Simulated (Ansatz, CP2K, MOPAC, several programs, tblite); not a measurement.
Energy against volume for NaI (wurtzite) (no longer in that coordination), at fixed shape and fractional coordinates, computed by several methods (PBE and r2SCAN, where shown, with plane waves in Ansatz); the cell shown is that of r2SCAN. With free coordinates or axes held, a curve is too stiff, and on another method's shape its minimum isn't the method's own volume. Space group P6_3/mmc (No. 194), hexagonal; conventional cell a = 5.416 Å, c = 6.459 Å, 41.03 Å³ an atom. Around Na lie 5 I at 3.13–3.23 Å; around I lie 5 Na at 3.13–3.23 Å. These are computed values for a spin-unpolarised cell that may be hypothetical; none is a measurement. Energies count from each curve's lowest point; fits are third-order Birch-Murnaghan.

```cif
data_structure
_symmetry_space_group_name_H-M 'P6_3/mmc'
_symmetry_Int_Tables_number 194
_cell_length_a 5.4165
_cell_length_b 5.4165
_cell_length_c 6.4591
_cell_angle_alpha 90.000
_cell_angle_beta 90.000
_cell_angle_gamma 120.000
_cell_volume 164.11
loop_
_atom_site_label
_atom_site_type_symbol
_atom_site_symmetry_multiplicity
_atom_site_Wyckoff_symbol
_atom_site_fract_x
_atom_site_fract_y
_atom_site_fract_z
_atom_site_occupancy
Na1 Na 2 d 0.33333 0.66667 0.75000 1
I1 I 2 c 0.33333 0.66667 0.25000 1
```

Question: r2SCAN, on the shape of its own relaxed cell, gives

| V (Å³/atom) | E (meV/atom) |
| --- | --- |
| 38.566 | 7.12 |
| 39.797 | 1.74 |
| 41.028 | 0.00 |
| 42.259 | 1.33 |
| 43.490 | 5.26 |

What equilibrium volume and bulk modulus follow?

Answer: V₀ = 41.07 Å³ an atom and B₀ = 13 GPa.

Question: PBE/SZV (CP2K), on the shape of the cell shown, gives
```
V (Å³/atom)  E (meV/atom)
     36.105         55.17
     38.566         19.09
     41.028          2.29
     43.490          0.00
     45.952          8.28
```
What equilibrium volume and bulk modulus follow?

Answer: V₀ = 42.72 Å³ an atom and B₀ = 13 GPa.

GFN1-xTB (tblite), on the shape of the cell shown, as a cluster of 32 atoms at the zone centre:
```
V (Å³/atom)  E (meV/atom)
     36.105         41.36
     38.566          9.80
     41.028          0.00
     43.490          5.94
     45.952         23.53
```
V₀ = 41.20 Å³ an atom and B₀ = 17 GPa.

GFN2-xTB (tblite), on the shape of the cell shown, as a cluster of 32 atoms at the zone centre:
```csv
V (Å³/atom),E (meV/atom)
36.105,144.27
38.566,89.67
41.028,55.48
43.490,7.07
45.952,0.00
```
The lowest point is an end point, so the minimum isn't bracketed.

PM7 (MOPAC), on the shape of the cell shown, as a cluster of 32 atoms at the zone centre:
```csv
V (Å³/atom),E (meV/atom)
36.105,129.26
38.566,51.06
41.028,12.68
43.490,0.00
45.952,8.65
```
The points scatter about a smooth fit, a numerical artefact, so no fit is quoted.
